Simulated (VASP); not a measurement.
Runs of VASP 6.6.1 on Pt. The structure is hexagonal, space group P6_3/mmc (No. 194). The conventional cell has a = 2.725 Å, b = 2.725 Å, c = 4.701 Å, α = 90.00°, β = 90.00°, γ = 120.00°. Pt (site symmetry -6m2) has 12 Pt at 2.73 to 2.83 Å as nearest neighbours. This isn't the form of Pt at room conditions, which is fcc.

```tsv
level	k mesh	cutoff (eV)	smearing	gap on the mesh (eV)	pressure (GPa)
PBEsol	18 × 18 × 10	900	gaussian 0.1 eV	none	(b)
PBEsol	18 × 18 × 10	520	gaussian 0.5 eV	none	1.3
r2SCAN	18 × 18 × 10	520	gaussian 0.1 eV	none	5.9
PBEsol	18 × 18 × 10	700	gaussian 0.1 eV	none	(a)
PBEsol	27 × 27 × 14	520	gaussian 0.1 eV	none	-0.1
```

Alike in all rows: task single point; potentials or basis VASP PAW PBE potentials, release 64 (Pt); no spin polarisation; cell as given.

Problem. Fill in the values left out.

Solution. (a) 0.0; (b) 0.1.

Caveats: the PAW data sets were made with another functional, which shifts forces and pressure a little.

A k mesh can miss the band edges, and the runs leave out spin-orbit coupling on Pt.

A gap of «none» marks a metal or a gap under the smearing width.
